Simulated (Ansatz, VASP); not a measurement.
One calculation of WS, two programs

```
W S
1.0
     3.00789    0.00000    0.00000
     0.00000    3.00789    0.00000
     0.00000    0.00000    3.00789
W S
1 1
Direct
  0.50000 0.50000 0.50000
  0.00000 0.00000 0.00000
```

The cell was built by a generator and needn't be a form met in nature.

Alike in both runs: task relaxation of cell and atoms; functional RPBE; dispersion D4; k mesh 9 × 9 × 9; occupations fermi-dirac, width 0.05 eV; no spin polarisation.

|  | VASP | Ansatz |
| --- | --- | --- |
| version | VASP 6.6.1 | Ansatz 0.2.0 |
| potentials or method | VASP PAW PBE potentials, release 64 (W_sv, S) | Ansatz PAW |
| plane-wave cutoff (eV) | 600 | 420 |
| valence electrons in the cell | 20 | 20 |

|  | VASP | Ansatz | Ansatz less VASP |
| --- | --- | --- | --- |
| gap on the k mesh at the Fermi level, each at its own relaxed structure (eV) | none | none | - |
| relaxed volume (Å³/atom) | 13.11 | 13.09 | -0.014 |
| relaxed cell length with the largest relative difference (Å) | 2.971 | 2.970 | -0.0010 |
| energy change over the relaxation (meV/atom) | -15 | -16 | -0.8 |

A gap of «none» marks a metal or a gap that the smearing closes.

Caveats: pairwise dispersion overbinds metals, which lowers pressure and volume; the PAW data sets were made with another functional, which shifts forces and pressure a little (VASP); the plane-wave basis is chosen anew once the cell has moved, so the energies of steps on either side of that aren't comparable (Ansatz); the PAW data sets come from PBE, with cores solved anew for the run's functional, which leaves a small shift of forces and pressure (Ansatz). The runs have no spin-orbit coupling, so splittings on W are missing.
